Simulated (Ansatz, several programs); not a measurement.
SnO, CsCl type, relaxed with PBE in Ansatz (plane waves, PAW): space group Pm-3m (No. 221), cubic; a = 3.131 Å in the conventional setting, 15.35 Å³ an atom. Sn is surrounded by 8 O at 2.71 Å; O is surrounded by 8 Sn at 2.71 Å. The cell was then scaled with its shape and fractional coordinates held. These are computed values for a spin-unpolarised cell that may be hypothetical; none is a measurement.

```csv
V (Å³/atom),E (meV/atom)
14.431,21.53
14.892,5.59
15.352,0.00
16.273,13.65
```

(1) Pass a cubic E = c₀ + c₁u + c₂u² + c₃u³, with u = V − 15.237 Å³, through these points.

(2) Where is the minimum, and what bulk modulus follows?

(3) Predict the energy and the pressure at the withheld volume, 15.813 Å³.

Results:

(1) c₀ = 0.52, c₁ = -6.933, c₂ = 21.639, c₃ = -2.6150 (meV and Å³).

(2) dE/du = 0 at u = +0.165, so V₀ = 15.40 Å³. B = V₀ d²E/dV² = 15.40 × (2c₂ + 6c₃u) = 15.40 × 40.687 = 627 meV/Å³, and 1 meV/Å³ is 0.16022 GPa: 100 GPa. A third-order Birch-Murnaghan fit to all five points gives 15.41 Å³ and 100 GPa.

(3) With u = +0.576: E ≈ 3.21 meV and P = −dE/dV ≈ -2.47 GPa. The run gives 2.98 meV and, from its stress, -2.44 GPa.
